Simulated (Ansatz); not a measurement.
Input and command of a calculation in Ansatz (plane waves; scalar-relativistic PAW potentials unless the input names others):

```yaml
crystal:
  lattice:
    - [3.8716723131, 0.0, 0.0]
    - [-1.9358361566, 3.3529665783, 0.0]
    - [0.0, 0.0, 7.249945067]
  atoms:
    - { symbol: Sn, position: [0.0, 0.0, 0.0] }
    - { symbol: Se, position: [0.6666666667, 0.3333333333, 0.7800221002] }
    - { symbol: Se, position: [0.3333333333, 0.6666666667, 0.2199778998] }
basis:
  ecutwfc: 420
kpoints:
  mp_grid: { grid: [12, 12, 4] }
hamiltonian:
  xc: pbe
scf:
  occupations: { method: gaussian, width: 0.02 }
  mixing: { algorithm: anderson, beta: 0.005, ndim: 1 }
  max_iter: 75
output:
  forces: true
  eigenvalues: true
  stress: true
```

```bash
ansatz run input.yaml --threads 1 --pin off --max-ram 2560MiB --backend cpu --events-out ev --progress --plain --runs-dir out
```

Abridged log:
```
Pseudopotentials: kind: paw
Pseudopotential: Sn, paw, valence charge 14, recommended cutoff 420 eV (normal)
Pseudopotential: Se, paw, valence charge 16, recommended cutoff 420 eV (normal)
Functional definition: PBE
Crystal: 3 atoms, lattice volume = 94.116 Å³
Basis set: ecut = 420 eV, 1837 PW (Γ), exchange–correlation on 54×54×100 points (8 copies of the dense FFT grid, shifted against one another)
Bands: 28, of which v1, the nominal top of the filled ones, is band 23 counted from 1 (22 counted from 0)
Symmetry: 12 space group operations
Space group: P-3m1 (ITA 164), of the structure as read, at distance tolerance 4.5e-5 Å
k-points: 69 of 576
Initial density: superposition of atomic densities (neutral atoms: chi_scale 0, normalization atom), corrected by the library's trained network
Initial wavefunctions: pseudopotential atomic-orbital guess
Functional: x = pbe(κ = 0.804, μ = 0.21951497), c = pbe(β = 0.06672455)
SCF iter   1: F=—  HF=-16963.397446 eV  |F-HF|=—  |Δ(HF+E_count)|=         —  Δρ=1.42e-3  dr2=3.64e-3  ethr=1.77e-3  ⟨swp⟩=6.8  Hψ=8686  notcnv=0
SCF iter   2: F=—  HF=-16963.396725 eV  |F-HF|=—  |Δ(HF+E_count)|=   7.21e-4  Δρ=1.32e-3  dr2=3.35e-3  ethr=7.92e-6  ⟨swp⟩=2.4  Hψ=3700  notcnv=0  defer=3
SCF iter   3: F=—  HF=-16963.396712 eV  |F-HF|=—  |Δ(HF+E_count)|=   1.30e-5  Δρ=1.32e-3  dr2=3.30e-3  ethr=7.28e-6  ⟨swp⟩=1.0  Hψ=1863  notcnv=0
automatic band count: iteration 3 solves 27 bands in place of 28: the levels show a gap, and the empty bands left out lie too high to hold charge; the band table lists the bands solved (type scf.n_extra_bands for more)
SCF iter   4: F=—  HF=-16963.396703 eV  |F-HF|=—  |Δ(HF+E_count)|=   8.92e-6  Δρ=1.31e-3  dr2=3.24e-3  ethr=7.17e-6  ⟨swp⟩=1.0  Hψ=1863  notcnv=0
SCF iter   5: F=—  HF=-16963.396695 eV  |F-HF|=—  |Δ(HF+E_count)|=   7.84e-6  Δρ=1.30e-3  dr2=3.18e-3  ethr=7.04e-6  ⟨swp⟩=1.0  Hψ=1863  notcnv=0
SCF iter   6: F=—  HF=-16963.396688 eV  |F-HF|=—  |Δ(HF+E_count)|=   7.37e-6  Δρ=1.29e-3  dr2=3.13e-3  ethr=6.92e-6  ⟨swp⟩=1.0  Hψ=1863  notcnv=0
SCF iter   7: F=—  HF=-16963.396680 eV  |F-HF|=—  |Δ(HF+E_count)|=   7.56e-6  Δρ=1.29e-3  dr2=3.07e-3  ethr=6.80e-6  ⟨swp⟩=1.0  Hψ=1863  notcnv=0
SCF iter   8: F=—  HF=-16963.396673 eV  |F-HF|=—  |Δ(HF+E_count)|=   7.25e-6  Δρ=1.28e-3  dr2=3.02e-3  ethr=6.68e-6  ⟨swp⟩=1.0  Hψ=1863  notcnv=0
   ...
SCF iter  29: F=—  HF=-16963.396553 eV  |F-HF|=—  |Δ(HF+E_count)|=   4.47e-6  Δρ=1.14e-3  dr2=2.10e-3  ethr=4.64e-6  ⟨swp⟩=1.0  Hψ=1863  notcnv=0
SCF iter  30: F=—  HF=-16963.396549 eV  |F-HF|=—  |Δ(HF+E_count)|=   4.14e-6  Δρ=1.13e-3  dr2=2.06e-3  ethr=4.57e-6  ⟨swp⟩=1.0  Hψ=1863  notcnv=0
SCF iter  31: F=—  HF=-16963.396511 eV  |F-HF|=—  |Δ(HF+E_count)|=   3.86e-5  Δρ=1.13e-3  dr2=2.03e-3  ethr=2.17e-6  ⟨swp⟩=5.1  Hψ=9185  notcnv=0
Mixer restart at iter 31: flushing history
automatic band count: iteration 31 solves 28 bands in place of 27: the mixing has stalled, and the SCF is to minimise its free energy, so it keeps every band
iteration 31: the SCF's residuals had fallen too slowly under its mixing. It goes on by minimising its free energy, and can end on another state than longer mixing would; under `scf.algorithm: density_mixing` no SCF does so, but by `scf.convergence.dm_fallback`
SCF iter  32: F=—  HF=-16963.396908 eV  |F-HF|=—  |Δ(HF+E_count)|=   3.97e-4  Δρ=4.63e-4  dr2=4.83e-4  ethr=2.17e-6  ⟨swp⟩=5.0  Hψ=14559  notcnv=0
SCF iter  33: F=—  HF=-16963.396762 eV  |F-HF|=—  |Δ(HF+E_count)|=   1.46e-4  Δρ=9.58e-5  dr2=1.21e-5  ethr=1.05e-6  ⟨swp⟩=4.0  Hψ=9363  notcnv=0
SCF iter  34: F=—  HF=-16963.396757 eV  |F-HF|=—  |Δ(HF+E_count)|=   4.64e-6  Δρ=1.34e-5  dr2=2.75e-7  ethr=2.62e-8  ⟨swp⟩=2.9  Hψ=5687  notcnv=0
SCF iter  35: F=-16963.396757 eV  HF=-16963.396757 eV  |F-HF|=5.38e-10  |Δ(HF+E_count)|=   7.02e-8  Δρ=9.65e-7  dr2=9.72e-10  ethr=2.17e-10  ⟨swp⟩=3.8  Hψ=6805  notcnv=0
SCF iter  36: F=-16963.396757 eV  HF=-16963.396757 eV  |F-HF|=5.42e-10  |Δ(HF+E_count)|=  3.64e-12  Δρ=9.66e-7  dr2=9.75e-10  ethr=2.11e-12  ⟨swp⟩=1.6  Hψ=6424  notcnv=0
SCF 1 converged in 36 iterations: F = -16963.396757 eV  dr2 = 9.75e-10
SCF converged after 36 iterations
Free energy (F): -16963.396757 eV
Harris-Foulkes:  -16963.396757 eV  (|F-HF|=5.42e-10)
Internal energy: -16963.396757 eV  (E = F + TS)
E sigma→0 (E₀):  -16963.396757 eV
Fermi energy:    5.820166 eV
--- Forces (eV/Å), atoms counted from 1 ---
  atom   1  Sn     0.00000000     0.00000000     0.00000000
  atom   2  Se     0.00000000     0.00000000    -0.00064477
  atom   3  Se     0.00000000     0.00000000     0.00064477
--- Stress (GPa, compression-positive) ---
       -0.043931       0.000000       0.000000
        0.000000      -0.043931       0.000000
        0.000000       0.000000      -0.055252
  P = ⅓ Tr σ = -0.0477 GPa (-0.477 kbar)
```

One setting here is unusual or wrong in general: mixing far too weak (scf.mixing: not typed → {"algorithm": "anderson", "beta": 0.005, "ndim": 1}). For this cell it did little harm to the result: the run converged in 36 SCF iterations with an energy at zero smearing within 0.01 meV/atom of the reference's, pressure -0.05 GPa, largest force 0.001 eV/Å, gap on the mesh 0.72 eV. A reference run on usual settings, whose relaxation ended at this geometry, converged, and the end of its own relaxation has pressure -0.05 GPa, largest force 0.001 eV/Å, gap on the mesh 0.72 eV.

It took 39 s on 1 thread of Intel(R) Xeon(R) Platinum 8488C (Sapphire Rapids), with other jobs on the host, peak memory 0.71 GiB.